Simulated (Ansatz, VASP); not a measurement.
# Y: VASP beside Ansatz

```xyz
1
Lattice="-2.0211 2.0211 2.0211 2.0211 -2.0211 2.0211 2.0211 2.0211 -2.0211" Properties=species:S:1:pos:R:3 pbc="T T T"
Y     0.0000    0.0000    0.0000
```

Alike in both runs: functional PBE; k mesh 6 × 6 × 6; occupations gaussian, width 0.1 eV; no spin polarisation.

Ansatz relaxed the structure, and its values are those at the end. VASP's run is a single point on that final structure, the one shown.

|  | VASP | Ansatz |
| --- | --- | --- |
| version | VASP 6.6.1 | Ansatz 0.2.0 |
| potentials or method | VASP PAW PBE potentials, release 64 (Y_sv) | scalar-relativistic, plane waves, PAW |
| plane-wave cutoff (eV) | 520 | 420 |
| valence electrons in the cell | 11 | 11 |

VASP gave:

```
gap on the k mesh at the Fermi level (eV) : none
pressure (GPa)                            : 0.1
```

Question: Which values does Ansatz return?

Answer: gap on the k mesh at the Fermi level (eV): none; pressure (GPa): 0.2.

A gap of «none» marks a metal or a gap that the smearing closes.

Caveats: the k mesh is coarse (spacing up to 0.37 Å⁻¹), so the values aren't converged.
